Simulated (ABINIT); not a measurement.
# ZnS (F-43m) in ABINIT: convergence with k mesh

Aim: find how far k mesh must go before the results for ZnS settle, at RPBE. This setting moves, with any that are tied to it; all else stays.

All numbers are computed with ABINIT 10.8.3 (patched build); they aren't measurements. Logs are shortened: lines on timing, memory, paths and dates and some standing lists are left out, and cuts for length are marked. The log counts tension as positive stress, the text compression.

**1. Starting point**

It takes space group F-43m (No. 216, cubic). Conventional cell: a = 5.404 Å, b = 5.404 Å, c = 5.404 Å, α = 90.00°, β = 90.00°, γ = 90.00°. Zn (site symmetry -43m) has 4 S at 2.34 Å as nearest neighbours. S (site symmetry -43m) is surrounded by 4 Zn at 2.34 Å.

**2. With k mesh 2 × 2 × 2**

File run.abi:

```
pp_dirpath "./"
pseudos "Zn.GGA_PBE-JTH.xml, S.GGA_PBE-JTH.xml"

acell 3.8212050455 3.8212050455 3.8212050455 Angstrom
rprim
     0.0000000000     0.7071067812     0.7071067812
     0.7071067812     0.0000000000     0.7071067812
     0.7071067812     0.7071067812     0.0000000000
ntypat 2
znucl 30 16
natom 2
typat 1 2
xred
     0.7500000000     0.7500000000     0.7500000000
     0.0000000000     0.0000000000     0.0000000000

ecut 598.650497 eV
pawecutdg 44.0
pawxcdev 0

kptopt 1
ngkpt 2 2 2
nshiftk 1
shiftk 0.0 0.0 0.0

ixc 15

nband 13
occopt 4
tsmear 0.05 eV

nstep 100
tolvrs 1.0e-9

iomode 3
prtwf 0
prtden 0
prteig 0
prtebands 0
enunit 2
```

Potentials or basis: JTH PAW PBE v2.0.

Run with:

```bash
> abinit run.abi > log 2>&1
```

Run time: 4.9 s. Hardware: 1 thread of Arm Neoverse V2, shared host; peak memory 0.09 GiB.

It converged, with:

```yaml
Free_energy: -2029.2158 eV
Pressure: 9.8 GPa
Band_gap_on_the_k_mesh: 2.19 eV, direct
Valence_electrons_inside_the_program's_atomic_spheres: Zn 10.76; S 3.68
```

**3. With k mesh 3 × 3 × 3**

Changes to run.abi since step 2:

```diff
@@ -21,3 +21,3 @@
 kptopt 1
-ngkpt 2 2 2
+ngkpt 3 3 3
 nshiftk 1
```

Potentials or basis: JTH PAW PBE v2.0.

Run with:

```bash
> abinit run.abi > log 2>&1
```

Wall time 7.4 s (1 thread of Arm Neoverse V2, shared host); peak memory 0.09 GiB.

Results (log left out):

```
Free energy                                           : -2030.2183 eV
Pressure                                              : 5.2 GPa
Band gap on the k mesh                                : 2.24 eV, direct
Valence electrons inside the program's atomic spheres : Zn 10.78; S 3.63
```

**4. With k mesh 4 × 4 × 4**

Changes to run.abi since step 3:

```diff
@@ -21,3 +21,3 @@
 kptopt 1
-ngkpt 3 3 3
+ngkpt 4 4 4
 nshiftk 1
```

Run with:

```bash
> abinit run.abi > log 2>&1
```

Wall time 21 s (1 thread of Arm Neoverse V2, shared host); peak memory 0.1 GiB.

Results (log left out):

```yaml
Free_energy: -2030.3813 eV
Pressure: 4.2 GPa
Band_gap_on_the_k_mesh: 2.26 eV, direct
Valence_electrons_inside_the_program's_atomic_spheres: Zn 10.78; S 3.62
```

**5. With k mesh 5 × 5 × 5**

Changes to run.abi since step 4:

```diff
@@ -21,3 +21,3 @@
 kptopt 1
-ngkpt 4 4 4
+ngkpt 5 5 5
 nshiftk 1
```

Run with:

```bash
> abinit run.abi > log 2>&1
```

Wall time 15 s (1 thread of Arm Neoverse V2, shared host); peak memory 0.1 GiB.

It converged, with:

```
Free energy                                           : -2030.4142 eV
Pressure                                              : 4.0 GPa
Band gap on the k mesh                                : 2.26 eV, direct
Valence electrons inside the program's atomic spheres : Zn 10.78; S 3.62
```

**6. With k mesh 7 × 7 × 7**

Changes to run.abi since step 5:

```diff
@@ -21,3 +21,3 @@
 kptopt 1
-ngkpt 5 5 5
+ngkpt 7 7 7
 nshiftk 1
```

Potentials or basis: JTH PAW PBE v2.0.

Run with:

```bash
> abinit run.abi > log 2>&1
```

Run time: 24 s. Hardware: 1 thread of Arm Neoverse V2, shared host; peak memory 0.1 GiB.

The run converged. Its results:

* Free energy: -2030.4239 eV
* Pressure: 3.9 GPa
* Band gap on the k mesh: 2.26 eV, direct
* Valence electrons inside the program's atomic spheres: Zn 10.78; S 3.62

**7. With k mesh 8 × 8 × 8**

Changes to run.abi since step 6:

```diff
@@ -21,3 +21,3 @@
 kptopt 1
-ngkpt 7 7 7
+ngkpt 8 8 8
 nshiftk 1
```

Run with:

```bash
> abinit run.abi > log 2>&1
```

Wall time 35 s (1 thread of Arm Neoverse V2, shared host); peak memory 0.11 GiB.

It converged, with:

| Property | Result |
| --- | --- |
| Free energy | -2030.4244 eV |
| Pressure | 3.9 GPa |
| Band gap on the k mesh | 2.26 eV, direct |
| Valence electrons inside the program's atomic spheres | Zn 10.78; S 3.62 |

**8. With k mesh 9 × 9 × 9**

Changes to run.abi since step 7:

```diff
@@ -21,3 +21,3 @@
 kptopt 1
-ngkpt 8 8 8
+ngkpt 9 9 9
 nshiftk 1
```

Run with:

```bash
> abinit run.abi > log 2>&1
```

Run time: 35 s. Hardware: 1 thread of Arm Neoverse V2, shared host; peak memory 0.11 GiB.

Results (log left out):

| Item | Value |
| --- | --- |
| Free energy | -2030.4246 eV |
| Pressure | 3.9 GPa |
| Band gap on the k mesh | 2.26 eV, direct |
| Valence electrons inside the program's atomic spheres | Zn 10.78; S 3.62 |

**9. With k mesh 11 × 11 × 11**

Changes to run.abi since step 8:

```diff
@@ -21,3 +21,3 @@
 kptopt 1
-ngkpt 9 9 9
+ngkpt 11 11 11
 nshiftk 1
```

Potentials or basis: JTH PAW PBE v2.0.

Run with:

```bash
> abinit run.abi > log 2>&1
```

Run time: 74 s. Hardware: 1 thread of Arm Neoverse V2, shared host; peak memory 0.13 GiB.

Results (log left out):

* Free energy: -2030.4247 eV
* Pressure: 3.9 GPa
* Band gap on the k mesh: 2.26 eV, direct
* Valence electrons inside the program's atomic spheres: Zn 10.78; S 3.62

**10. With k mesh 14 × 14 × 14**

Changes to run.abi since step 9:

```diff
@@ -21,3 +21,3 @@
 kptopt 1
-ngkpt 11 11 11
+ngkpt 14 14 14
 nshiftk 1
```

Potentials or basis: JTH PAW PBE v2.0.

Run with:

```bash
> abinit run.abi > log 2>&1
```

run.abo:

```text
.Version 10.8.3 of ABINIT
 Symmetries : space group F-4 3 m (#216); Bravais cF (face-center cubic)
================================================================================
 Values of the parameters that define the memory need of the present run
     intxc =       0    ionmov =       0      iscf =      17    lmnmax =      18
     lnmax =       6     mgfft =      32  mpssoang =       3    mqgrid =    3001
     natom =       2  nloc_mem =       2    nspden =       1   nspinor =       1
    nsppol =       1      nsym =      24    n1xccc =       1    ntypat =       2
    occopt =       4   xclevel =       2
       mpw =        1328          nfft =       32768          nkpt =         104
 PAW method is used; the additional fine FFT grid is defined by:
   mgfftf=        45    nfftf =     91125
================================================================================
================================================================================

--------------------------------------------------------------------------------
------------- Echo of variables that govern the present computation ------------
--------------------------------------------------------------------------------
 -outvars: echo values of preprocessed input variables --------
            acell      7.2210310069E+00  7.2210310069E+00  7.2210310069E+00 Bohr
              amu      6.53900000E+01  3.20660000E+01
             ecut      2.20000000E+01 Hartree
           enunit           2
                       outvar_i_n : Printing only first  50 k-points.
              ixc          15
                       outvar_i_n : Printing only first  50 k-points.
         kptrlatt       14    0    0      0   14    0      0    0   14
          kptrlen      1.01094434E+02
            natom           2
            nband          13
            ngfft          32      32      32
          ngfftdg          45      45      45
             nkpt         104
            nstep         100
             nsym          24
           ntypat           2
                       prtocc : prtvol=0, do not print more k-points.
           occopt           4
        pawecutdg      4.40000000E+01 Hartree
         pawxcdev           0
           prtden           0
        prtebands           0
           prteig           0
            prtwf           0
            rprim      0.0000000000E+00  7.0710678120E-01  7.0710678120E-01
                       7.0710678120E-01  0.0000000000E+00  7.0710678120E-01
                       7.0710678120E-01  7.0710678120E-01  0.0000000000E+00
          spgroup         216
           tolvrs      1.00000000E-09
           tsmear      1.83746611E-03 Hartree
            typat      1  2
           useylm           1
                       outvars : Printing only first  50 k-points.
           xangst      4.0530000000E+00  4.0530000000E+00  4.0530000000E+00
                       0.0000000000E+00  0.0000000000E+00  0.0000000000E+00
            xcart      7.6590599884E+00  7.6590599884E+00  7.6590599884E+00
                       0.0000000000E+00  0.0000000000E+00  0.0000000000E+00
             xred      7.5000000000E-01  7.5000000000E-01  7.5000000000E-01
                       0.0000000000E+00  0.0000000000E+00  0.0000000000E+00
            znucl       30.00000   16.00000

================================================================================

 chkinp: Checking input parameters for consistency.

================================================================================
== DATASET  1 ==================================================================

--- !DatasetInfo
iteration_state: {dtset: 1, }
dimensions: {natom: 2, nkpt: 104, mband: 13, nsppol: 1, nspinor: 1, nspden: 1, mpw: 1328, }
cutoff_energies: {ecut:  22.0, pawecutdg:  44.0, }
electrons: {nelect:   1.80000000E+01, charge:   0.00000000E+00, occopt:   4.00000000E+00, tsmear:   1.83746611E-03, }
meta: {optdriver: 0, ionmov: 0, optcell: 0, iscf: 17, paral_kgb: 0, }
...

[... 116 lines left out ...]
- [ -6.59181388E-30,  -6.59181388E-30,   1.97754416E-29, ]
- [  6.59181388E-30,   6.59181388E-30,  -1.97754416E-29, ]
force_length_stats: {min:   2.18625733E-29, max:   2.18625733E-29, mean:   2.18625733E-29, }
...

 Integrated electronic density in atomic spheres:
 ------------------------------------------------
 Atom  Sphere_radius  Integrated_density
    1        2.30770         10.78264819
    2        1.90380          3.61688685

================================================================================

 ----iterations are completed or convergence reached----

 Mean square residual over all n,k,spin=   27.493E-10; max=  28.514E-07
 reduced coordinates (array xred) for    2 atoms
       0.750000000000      0.750000000000      0.750000000000
       0.000000000000      0.000000000000      0.000000000000
 rms dE/dt=  9.5199E-29; max dE/dt=  1.3463E-28; dE/dt below (all hartree)
    1      -0.000000000000     -0.000000000000      0.000000000000
    2       0.000000000000      0.000000000000      0.000000000000

 cartesian coordinates (angstrom) at end:
    1      4.05300000004306     4.05300000004306     4.05300000004306
    2      0.00000000000000     0.00000000000000     0.00000000000000

 cartesian forces (hartree/bohr) at end:
    1     -0.00000000000000    -0.00000000000000     0.00000000000000
    2      0.00000000000000     0.00000000000000    -0.00000000000000
 frms,max,avg= 1.2622363E-29 1.9775442E-29   0.000E+00  0.000E+00  0.000E+00 h/b

 cartesian forces (eV/Angstrom) at end:
    1     -0.00000000000000    -0.00000000000000     0.00000000000000
    2      0.00000000000000     0.00000000000000    -0.00000000000000
 frms,max,avg= 6.4906798E-28 1.0168941E-27   0.000E+00  0.000E+00  0.000E+00 e/A
 length scales=  7.221031006932  7.221031006932  7.221031006932 bohr
              =  3.821205045500  3.821205045500  3.821205045500 angstroms
 Fermi (or HOMO) energy (hartree) =   0.23784   Average Vxc (hartree)=  -0.33674
 Eigenvalues (hartree) for nkpt= 104  k points:
 kpt#   1, nband= 13, wtk=  0.00036, kpt=  0.0000  0.0000  0.0000 (reduced coord)
  -0.28330   -0.03251   -0.03251   -0.03251   -0.01404   -0.01404    0.19906    0.19906
   0.19906    0.28218    0.43513    0.43513    0.43513
      occupation numbers for kpt#   1
   2.00000    2.00000    2.00000    2.00000    2.00000    2.00000    2.00000    2.00000
   2.00000    0.00000    0.00000    0.00000    0.00000
 prteigrs : prtvol=0 or 1, do not print more k-points.

 Fermi (or HOMO) energy (eV) =   6.47196   Average Vxc (eV)=  -9.16320
 Eigenvalues (   eV  ) for nkpt= 104  k points:
 kpt#   1, nband= 13, wtk=  0.00036, kpt=  0.0000  0.0000  0.0000 (reduced coord)
  -7.70895   -0.88459   -0.88459   -0.88459   -0.38205   -0.38205    5.41659    5.41659
   5.41659    7.67859   11.84039   11.84039   11.84039
 prteigrs : prtvol=0 or 1, do not print more k-points.

--- !EnergyTerms
iteration_state     : {dtset: 1, }
comment             : Components of total free energy in Hartree
kinetic             :  1.10094594584936E+01
hartree             :  2.12408399618674E+01
xc                  : -5.44809360099025E+00
Ewald energy        : -4.60608394397176E+01
psp_core            :  7.76162073137154E-01
local_psp           : -7.45079450168836E+01
PAW spherical_terms :  1.83736924136332E+01
internal            : -7.46167241504602E+01
'-kT*entropy'       :  5.43965053516854E-16
total_energy        : -7.46167241504602E+01
total_energy_eV     : -2.03042450126799E+03
...

--- !EnergyTermsDC
iteration_state     : {dtset: 1, }
comment             : '"Double-counting" decomposition of free energy'
band_energy         : -3.74224226680506E-02
Ewald energy        : -4.60608394397176E+01
psp_core            :  7.76162073137154E-01
xc_dc               : -2.07755765746430E+01
PAW spherical_terms : -8.51905411988347E+00
internal            : -7.46167304837750E+01
'-kT*entropy'       :  5.43965053516854E-16
total_energy_dc     : -7.46167304837750E+01
total_energy_dc_eV  : -2.03042467360627E+03
...

--- !EnergyTermsWithPAWCore
iteration_state     : {dtset: 1, }
comment             : 'Components of total free energy, including PAW core contributions'
Total energy        : -2.19564193039579E+03
Total energy DC     : -2.19564193672911E+03
Total energy (eV)   : -5.97464606258712E+04
Total energy DC (eV): -5.97464607982095E+04
...

 Cartesian components of stress tensor (hartree/bohr^3)
  sigma(1 1)= -1.33720251E-04  sigma(3 2)=  0.00000000E+00
  sigma(2 2)= -1.33720251E-04  sigma(3 1)=  0.00000000E+00
  sigma(3 3)= -1.33720251E-04  sigma(2 1)=  0.00000000E+00

-Cartesian components of stress tensor (GPa)         [Pressure=  3.9342E+00 GPa]
- sigma(1 1)= -3.93418562E+00  sigma(3 2)=  0.00000000E+00
- sigma(2 2)= -3.93418562E+00  sigma(3 1)=  0.00000000E+00
- sigma(3 3)= -3.93418562E+00  sigma(2 1)=  0.00000000E+00

== END DATASET(S) ==============================================================
================================================================================

 -outvars: echo values of variables after computation  --------
            acell      7.2210310069E+00  7.2210310069E+00  7.2210310069E+00 Bohr
           etotal     -7.4616730484E+01
            fcart     -6.5918138793E-30 -6.5918138793E-30  1.9775441638E-29
                       6.5918138793E-30  6.5918138793E-30 -1.9775441638E-29
            rprim      0.0000000000E+00  7.0710678120E-01  7.0710678120E-01
                       7.0710678120E-01  0.0000000000E+00  7.0710678120E-01
                       7.0710678120E-01  7.0710678120E-01  0.0000000000E+00
           strten     -1.3372025132E-04 -1.3372025132E-04 -1.3372025132E-04
                       0.0000000000E+00  0.0000000000E+00  0.0000000000E+00
           xangst      4.0530000000E+00  4.0530000000E+00  4.0530000000E+00
                       0.0000000000E+00  0.0000000000E+00  0.0000000000E+00
             xred      7.5000000000E-01  7.5000000000E-01  7.5000000000E-01
                       0.0000000000E+00  0.0000000000E+00  0.0000000000E+00
 Calculation completed.
```

It took 2 min on 1 thread of Arm Neoverse V2, shared host; peak memory 0.16 GiB.

What came out:

```
Free energy                                           : -2030.4247 eV
Pressure                                              : 3.9 GPa
Band gap on the k mesh                                : 2.26 eV, direct
Valence electrons inside the program's atomic spheres : Zn 10.78; S 3.62
```

**11. The series at a glance**

| k mesh | energy less the tightest run (meV/atom) | pressure (GPa) | gap on the mesh (eV) | SCF cycles | CPU time (s) | peak memory (GiB) |
| --- | --- | --- | --- | --- | --- | --- |
| 2 × 2 × 2 | 604.42 | 9.78 | 2.188 | 18 | 4.9 | 0.09 |
| 3 × 3 × 3 | 103.20 | 5.22 | 2.242 | 23 | 7.4 | 0.09 |
| 4 × 4 × 4 | 21.68 | 4.24 | 2.256 | 55 | 21 | 0.1 |
| 5 × 5 × 5 | 5.24 | 4.01 | 2.260 | 29 | 15 | 0.1 |
| 7 × 7 × 7 | 0.41 | 3.94 | 2.262 | 29 | 24 | 0.1 |
| 8 × 8 × 8 | 0.13 | 3.94 | 2.262 | 33 | 35 | 0.11 |
| 9 × 9 × 9 | 0.05 | 3.93 | 2.262 | 26 | 35 | 0.11 |
| 11 × 11 × 11 | 0.01 | 3.93 | 2.262 | 38 | 74 | 0.13 |
| 14 × 14 × 14 | 0.00 | 3.93 | 2.262 | 35 | 120 | 0.16 |

Against the tightest run, the energy stays within 1 meV/atom from 7 × 7 × 7 on; the pressure stays within 0.1 GPa from 5 × 5 × 5 on; the gap on the mesh stays within 0.01 eV from 4 × 4 × 4 on. Meshes of other sizes hit other points, so gaps and Fermi surfaces needn't settle smoothly. The tightest run that finished is the yardstick and may itself not be fully converged.

Caveats: the PAW data sets were made with another functional, which shifts forces and pressure a little.
